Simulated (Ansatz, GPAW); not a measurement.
# Ballistic transport through biphenyl-4,4'-dithiol between two Ir chains, from relaxation to T(E), part 2 of 2

Wanted: T(E) of biphenyl-4,4'-dithiol between two Ir chains at a relaxed geometry in two programs, beside the unrelaxed structure.

GPAW 26.7.0 and Ansatz 0.2.0; Ansatz plane waves; relaxation of the junction with the lead ends held; PAW set soft_1 (the session's first sound run).

So far, conductance of the perfect lead (G₀): step 3 (plane-wave reference (PBE)) 5.81.

**6. GPAW, sz: basis = "sz(dzp)"**

One function for each valence shell of the setup, as for a first survey of a large system.

File run.py:

```python
import json
import numpy as np
from ase import Atoms
from ase.transport.calculators import TransportCalculator
from gpaw import GPAW, FermiDirac
from gpaw.lcao.tools import get_lcao_hamiltonian
from scipy.linalg import eigh

# The junction with lead layers at both ends, along the third cell vector
device = Atoms(
    ['Ir', 'Ir', 'Ir', 'Ir', 'Ir', 'Ir', 'Ir', 'Ir', 'S', 'H', 'C', 'H', 'C', 'C', 'C', 'C', 'H', 'C', 'H', 'H', 'C', 'C', 'H', 'C', 'C', 'H', 'C', 'C', 'H', 'S', 'Ir', 'Ir', 'Ir', 'Ir', 'Ir', 'Ir', 'Ir', 'Ir'],
    positions=[
        [6.25172, 5.40704, 1.15000],
        [6.25172, 5.40704, 3.45000],
        [6.25172, 5.40704, 5.75000],
        [6.25172, 5.40704, 8.05000],
        [6.25172, 5.40704, 10.35000],
        [6.25172, 5.40704, 12.65000],
        [5.27450, 4.45901, 14.50985],
        [5.88613, 4.85331, 16.67569],
        [4.87847, 4.26175, 18.52362],
        [7.56344, 4.95975, 19.95179],
        [5.46887, 4.45740, 20.21271],
        [3.46335, 3.97170, 20.87047],
        [6.76837, 4.75786, 20.66944],
        [4.47627, 4.21783, 21.19169],
        [7.05307, 4.78968, 22.03612],
        [4.76823, 4.27038, 22.55132],
        [8.07097, 5.03464, 22.34245],
        [6.07027, 4.54426, 23.02733],
        [3.97047, 4.04846, 23.26102],
        [8.43056, 3.84909, 24.25182],
        [6.38430, 4.53369, 24.48286],
        [7.65628, 4.14575, 24.96030],
        [4.43667, 5.20777, 25.16492],
        [5.42808, 4.87245, 25.47274],
        [7.94280, 4.07456, 26.32026],
        [8.92953, 3.74012, 26.64307],
        [5.70907, 4.82206, 26.83973],
        [6.97644, 4.40798, 27.29833],
        [4.93561, 5.09961, 27.55590],
        [7.55103, 4.17380, 28.98714],
        [6.59058, 4.83200, 30.83759],
        [7.16134, 4.39623, 33.00615],
        [6.25172, 5.40704, 34.86605],
        [6.25172, 5.40704, 37.16605],
        [6.25172, 5.40704, 39.46605],
        [6.25172, 5.40704, 41.76605],
        [6.25172, 5.40704, 44.06605],
        [6.25172, 5.40704, 46.36605]],
    cell=[[12.50344, 0.0, 0.0], [0.0, 10.81407, 0.0], [0.0, 0.0, 47.51605]],
    pbc=True)

# One principal layer of the lead: the first 5 atoms of the device
lead = Atoms(
    ['Ir', 'Ir', 'Ir', 'Ir', 'Ir'],
    positions=[
        [6.25172, 5.40704, 1.15000],
        [6.25172, 5.40704, 3.45000],
        [6.25172, 5.40704, 5.75000],
        [6.25172, 5.40704, 8.05000],
        [6.25172, 5.40704, 10.35000]],
    cell=[[12.50344, 0.0, 0.0], [0.0, 10.81407, 0.0], [0.0, 0.0, 11.5]],
    pbc=True)

settings = dict(mode='lcao', basis='sz(dzp)', xc='PBE', h=0.2,
                occupations=FermiDirac(0.1), maxiter=250,
                mixer=dict(beta=0.1, nmaxold=8, weight=100.0),
                convergence=dict(density=0.0001))
energies = np.arange(-2, 2 + 1e-9, 0.025)
eta = 0.0001
n1, n2 = 1, 1
# k and -k transmit alike, so half of the mesh across the current serves
mesh = [(i, j) for i in range(n1) for j in range(n2) if (i, j) <= (-i % n1, -j % n2)]
weights = np.array([1 if (i, j) == (-i % n1, -j % n2) else 2 for i, j in mesh]) / (n1 * n2)

# [... helper functions left out ...]
fermi_lead = ground_state(lead, (1, 1, 10), 'lead.txt')
fermi_device = ground_state(device, (1, 1, 2), 'device.txt')
# [... loop over the mesh left out, but for ...]
        # Shift the lead onto the potential of the device's first layer
        shift = ((H[:, 0, 0] - H0[:, 0, 0]) / S0[0, 0]).real.mean()
# [...]
kT = 8.617333e-5 * 300
bias = [0.1, 0.2, 0.5, 1.0, 1.5, 2.0]
# [... integrals and printing left out ...]
```

Started as:

```console
$ OMP_NUM_THREADS=1 OPENBLAS_NUM_THREADS=1 python run.py
```

Wall time 7.4 min (1 thread of Arm Neoverse N1, shared host); peak memory 2.4 GiB.

This step gave:

| Property | Result |
| --- | --- |
| conductance | 0.6552 G₀ |
| largest coupling past the next principal layer | 1.47e-6 eV |
| largest misfit of the first principal layer | 0.08633 eV |
| shift that aligns the lead | 3.79e-4 eV |
| basis functions of the junction | 256 |
| basis functions of a principal layer | 60 |
| transmission at the Fermi level (one spin) | 0.7283 |

The conductance, 0.655 G₀, lies 6.3 % below that of the dzp run.

**7. LDA in the dzp basis: xc = "LDA"**

Back in the dzp basis, the functional changes from PBE to LDA, to set the spread between functionals beside that between bases.

run.py: that of step 6 with these lines changed.

```diff
@@ -65,3 +65,3 @@
 
-settings = dict(mode='lcao', basis='sz(dzp)', xc='PBE', h=0.2,
+settings = dict(mode='lcao', basis='dzp', xc='LDA', h=0.2,
                 occupations=FermiDirac(0.1), maxiter=250,
```

It took 15 min on 1 thread; peak memory 2.6 GiB.

This step gave:

* conductance: 0.7336 G₀
* largest coupling past the next principal layer: 1.53e-6 eV
* largest misfit of the first principal layer: 0.1097 eV
* shift that aligns the lead: -0.003519 eV
* basis functions of the junction: 654
* basis functions of a principal layer: 135
* transmission at the Fermi level (one spin): 0.7898

The conductance, 0.734 G₀, lies 4.9 % above that of the dzp run.

**8. Without the relaxation: geometry = "as built"**

The dzp basis with PBE on the structure as first built shows what the relaxation was worth.

run.py: that of step 7 with these lines changed.

```diff
@@ -18,28 +18,28 @@
         [6.25172, 5.40704, 12.65000],
-        [5.27450, 4.45901, 14.50985],
-        [5.88613, 4.85331, 16.67569],
-        [4.87847, 4.26175, 18.52362],
-        [7.56344, 4.95975, 19.95179],
-        [5.46887, 4.45740, 20.21271],
-        [3.46335, 3.97170, 20.87047],
-        [6.76837, 4.75786, 20.66944],
-        [4.47627, 4.21783, 21.19169],
-        [7.05307, 4.78968, 22.03612],
-        [4.76823, 4.27038, 22.55132],
-        [8.07097, 5.03464, 22.34245],
-        [6.07027, 4.54426, 23.02733],
-        [3.97047, 4.04846, 23.26102],
-        [8.43056, 3.84909, 24.25182],
-        [6.38430, 4.53369, 24.48286],
-        [7.65628, 4.14575, 24.96030],
-        [4.43667, 5.20777, 25.16492],
-        [5.42808, 4.87245, 25.47274],
-        [7.94280, 4.07456, 26.32026],
-        [8.92953, 3.74012, 26.64307],
-        [5.70907, 4.82206, 26.83973],
-        [6.97644, 4.40798, 27.29833],
-        [4.93561, 5.09961, 27.55590],
-        [7.55103, 4.17380, 28.98714],
-        [6.59058, 4.83200, 30.83759],
-        [7.16134, 4.39623, 33.00615],
+        [6.25172, 5.40704, 14.95000],
+        [6.25172, 5.40704, 17.25000],
+        [4.33487, 5.17880, 18.67603],
+        [6.53159, 6.30541, 20.24111],
+        [4.84753, 4.95276, 20.36374],
+        [3.25000, 3.57423, 20.82971],
+        [5.95952, 5.62735, 20.86931],
+        [4.12244, 4.10593, 21.20250],
+        [6.34854, 5.44634, 22.20161],
+        [4.51276, 3.92727, 22.53445],
+        [7.21311, 5.99288, 22.57404],
+        [5.63292, 4.59313, 23.05712],
+        [3.93662, 3.25000, 23.16223],
+        [8.08171, 3.83937, 23.99701],
+        [6.04246, 4.40568, 24.45839],
+        [7.35227, 4.01927, 24.78453],
+        [4.11213, 4.91206, 25.29948],
+        [5.13488, 4.60532, 25.51121],
+        [7.74225, 3.84027, 26.11654],
+        [8.76295, 3.53396, 26.33371],
+        [5.52302, 4.42838, 26.84431],
+        [6.83055, 4.05004, 27.15157],
+        [4.79049, 4.58768, 27.63149],
+        [7.33717, 3.81128, 28.83938],
+        [6.25172, 5.40704, 30.26605],
+        [6.25172, 5.40704, 32.56605],
         [6.25172, 5.40704, 34.86605],
@@ -65,3 +65,3 @@
 
-settings = dict(mode='lcao', basis='dzp', xc='LDA', h=0.2,
+settings = dict(mode='lcao', basis='dzp', xc='PBE', h=0.2,
                 occupations=FermiDirac(0.1), maxiter=250,
```

It took 17 min on 1 thread; peak memory 2.6 GiB.

Numbers from this step:

* conductance: 0.4319 G₀
* largest coupling past the next principal layer: 1.48e-6 eV
* largest misfit of the first principal layer: 0.1904 eV
* shift that aligns the lead: -0.01038 eV
* transmission at the Fermi level (one spin): 0.4394

The conductance, 0.432 G₀, lies 38 % below that of the dzp run.

**9. The ladder**

Times are wall times on the hardware named with each run. Results by setting:

```tsv
no.	run	conductance (G₀)	time	memory (GiB)
1	pw PBE	0.7162	8.6 h	7.0
2	dzp	0.6994	16 min	2.6
3	szp	0.7285	9.9 min	2.5
4	sz	0.6552	7.4 min	2.4
5	dzp LDA	0.7336	15 min	2.6
6	asbuilt	0.4319	17 min	2.6
```

**10. The levels side by side**

The curves are compared point by point over the common energies.

This step: comparison of transmission and cost over codes, levels and geometry; PAW set soft_1 (GPAW 26.7.0).

Ladder, by row:

```tsv
step	code	T at the Fermi level (sum over the listed spins)	conductance (G0)	r.m.s. T(E) from the first	wall time (s)	peak memory (GiB)	threads
pw-pbe	Ansatz	0.7927	0.7162	0	30827	7.026	4
dzp	GPAW	0.7553	0.6994	0.06562	933.5	2.56	1
szp	GPAW	0.7915	0.7285	0.1824	591.6	2.47	1
sz	GPAW	0.7283	0.6552	0.2032	441.3	2.38	1
dzp-LDA	GPAW	0.7898	0.7336	0.08378	917.8	2.56	1
asbuilt	GPAW	0.4394	0.4319	0.2672	1023	2.56	1
```

Transmission, zone mean, sum over the listed spins against energy, zero at the Fermi level:

```tsv
energy (eV)	pw-pbe	dzp	szp	sz	dzp-LDA	asbuilt
-2.000	0.954	0.983	0.983	0.967	0.976	0.306
-1.875	1.00	0.990	0.998	0.946	0.996	0.211
-1.800	0.965	0.922	0.991	0.859	0.945	0.325
-1.600	0.462	0.498	0.929	0.184	0.539	0.971
-1.400	0.573	0.779	0.127	0.0285	0.814	0.643
-1.350	0.979	0.971	0.0649	0.0170	0.982	0.884
-1.200	0.0781	0.0703	0.00768	0.00333	0.0750	0.351
-1.000	0.00454	0.0222	0.00470	0.00220	0.0226	0.180
-0.800	0.0576	0.0338	0.0115	0.00508	0.0334	0.125
-0.600	0.0717	0.0410	0.0200	0.0104	0.0404	0.115
-0.400	0.0989	0.0589	0.0387	0.0204	0.0571	0.130
-0.200	0.288	0.206	0.206	0.134	0.211	0.164
0.000	0.793	0.755	0.792	0.728	0.790	0.439
0.025	0.797	0.773	0.782	0.713	0.808	0.494
0.200	0.199	0.212	0.216	0.181	0.243	0.0309
0.400	0.610	0.741	0.626	0.424	0.808	0.0102
0.450	0.715	0.665	0.412	0.217	0.637	0.00876
0.600	0.108	0.0402	0.0249	0.0139	0.0296	0.00678
0.800	0.00438	0.00243	0.00247	0.00177	0.00200	0.00527
1.000	8.0e-4	5.9e-4	8.8e-4	7.4e-4	5.2e-4	0.00497
1.200	3.3e-4	3.0e-4	6.7e-4	6.7e-4	2.8e-4	0.00483
1.400	2.4e-4	2.5e-4	9.8e-4	0.00124	2.4e-4	0.00520
1.600	2.6e-4	3.0e-4	0.00293	0.00660	3.1e-4	0.00629
1.750	3.5e-4	3.9e-4	0.0141	0.566	4.0e-4	0.00815
1.800	4.1e-4	4.1e-4	0.0332	0.117	4.1e-4	0.00922
1.900	5.4e-4	2.6e-4	0.750	0.00541	1.9e-4	0.0140
2.000	6.5e-4	9.3e-6	2.7e-5	1.7e-7	8.5e-6	0.00768
```

**11. Grid spacing 0.25**

The real-space grid carries density and potential; a coarse one breaks translation symmetry along the lead and scatters electrons that should pass.

This step: GPAW LCAO, PAW setups; Landauer transmission from Green's functions with principal layers (ASE), zero bias (GPAW 26.7.0).

run.py: that of step 8 with these lines changed.

```diff
@@ -18,28 +18,28 @@
         [6.25172, 5.40704, 12.65000],
-        [6.25172, 5.40704, 14.95000],
-        [6.25172, 5.40704, 17.25000],
-        [4.33487, 5.17880, 18.67603],
-        [6.53159, 6.30541, 20.24111],
-        [4.84753, 4.95276, 20.36374],
-        [3.25000, 3.57423, 20.82971],
-        [5.95952, 5.62735, 20.86931],
-        [4.12244, 4.10593, 21.20250],
-        [6.34854, 5.44634, 22.20161],
-        [4.51276, 3.92727, 22.53445],
-        [7.21311, 5.99288, 22.57404],
-        [5.63292, 4.59313, 23.05712],
-        [3.93662, 3.25000, 23.16223],
-        [8.08171, 3.83937, 23.99701],
-        [6.04246, 4.40568, 24.45839],
-        [7.35227, 4.01927, 24.78453],
-        [4.11213, 4.91206, 25.29948],
-        [5.13488, 4.60532, 25.51121],
-        [7.74225, 3.84027, 26.11654],
-        [8.76295, 3.53396, 26.33371],
-        [5.52302, 4.42838, 26.84431],
-        [6.83055, 4.05004, 27.15157],
-        [4.79049, 4.58768, 27.63149],
-        [7.33717, 3.81128, 28.83938],
-        [6.25172, 5.40704, 30.26605],
-        [6.25172, 5.40704, 32.56605],
+        [5.27450, 4.45901, 14.50985],
+        [5.88613, 4.85331, 16.67569],
+        [4.87847, 4.26175, 18.52362],
+        [7.56344, 4.95975, 19.95179],
+        [5.46887, 4.45740, 20.21271],
+        [3.46335, 3.97170, 20.87047],
+        [6.76837, 4.75786, 20.66944],
+        [4.47627, 4.21783, 21.19169],
+        [7.05307, 4.78968, 22.03612],
+        [4.76823, 4.27038, 22.55132],
+        [8.07097, 5.03464, 22.34245],
+        [6.07027, 4.54426, 23.02733],
+        [3.97047, 4.04846, 23.26102],
+        [8.43056, 3.84909, 24.25182],
+        [6.38430, 4.53369, 24.48286],
+        [7.65628, 4.14575, 24.96030],
+        [4.43667, 5.20777, 25.16492],
+        [5.42808, 4.87245, 25.47274],
+        [7.94280, 4.07456, 26.32026],
+        [8.92953, 3.74012, 26.64307],
+        [5.70907, 4.82206, 26.83973],
+        [6.97644, 4.40798, 27.29833],
+        [4.93561, 5.09961, 27.55590],
+        [7.55103, 4.17380, 28.98714],
+        [6.59058, 4.83200, 30.83759],
+        [7.16134, 4.39623, 33.00615],
         [6.25172, 5.40704, 34.86605],
@@ -65,3 +65,3 @@
 
-settings = dict(mode='lcao', basis='dzp', xc='PBE', h=0.2,
+settings = dict(mode='lcao', basis='dzp', xc='PBE', h=0.25,
                 occupations=FermiDirac(0.1), maxiter=250,
```

It took 13 min on 1 thread; peak memory 1.6 GiB.

The run finished with changed settings (h = 0.25); it serves as a test.

The two runs compared:

```tsv
quantity	this run	sound run	difference
conductance (G₀)	0.69940	0.69941	-5.8e-6
largest coupling past the next principal layer (eV)	1.484e-6	1.484e-6	1.2e-10
largest misfit of the first principal layer (eV)	0.10643	0.10627	1.6e-4
shift that aligns the lead (eV)	-0.0035275	-0.0033140	-2.1e-4
transmission at the Fermi level (one spin)	0.75477	0.75530	-5.3e-4
```

**12. Outcome**

```yaml
conductance: 0.699 G₀
transmission_at_the_fermi_level_mean_of_the_spins: 0.755
```

What this shows: In the dzp basis the junction conducts 0.699 G₀ at 300 K, with T = 0.755 a spin at the Fermi level; the sz basis reaches that conductance within 10 %. Relaxation moved atoms by up to 1.7 Å and took the conductance from 0.432 to 0.699 G₀, as a ratio a larger change than the step from dzp to the minimal basis. Plane waves (PBE) give T = 0.793 there. At the Fermi level one eigenchannel carries the current (0.76). Measured against the first run (pw-pbe), the nearest curve is that of dzp (r.m.s. 0.066) and the farthest that of asbuilt (0.27). Over the compared runs wall time goes from 441 s (sz) to 30827 s (pw-pbe), on a shared host; the plane-wave run used 4 threads and the orbital runs 1. Moves of this size go well beyond a change of bond lengths: the free chain atoms or the scatterer took up a new arrangement, and the name in the title describes the start. The leads kept an estimated spacing and the cell its length, so the junction may be under some tension or compression. The run had no spin polarisation, so a magnetic state, which chains and small molecules with open shells often have, wasn't tested. Spin-orbit coupling is left out, which matters for the heavy atoms here. Semilocal functionals put molecular levels too near the Fermi level, so such conductances usually come out too high, and chain electrodes have a sharper density of states than real ones. An evenly spaced straight chain is an idealisation: free chains tend to dimerise, zigzag or, where a band edge lies near the Fermi level, turn magnetic. The currents use the zero-bias T(E) throughout, which holds only while the bias is small against the distance to the nearest feature. Within about eight thermal energies of the Fermi level ln T(E) bends sharply from one computed energy to the next, or the lead's channel count changes, so the thermal averages, above all the thermopower, rest on an interpolation that may be rough.

[Logs are printed without paths, hosts, clocks, repeated set-up lines and the standing remarks that a program may print on its own settings, such as how far it seeks lower states.]

[Hosts, paths, dates, database ids (printed as entryN), source tags and the programs' standing remarks are cut or masked in the printed files.]
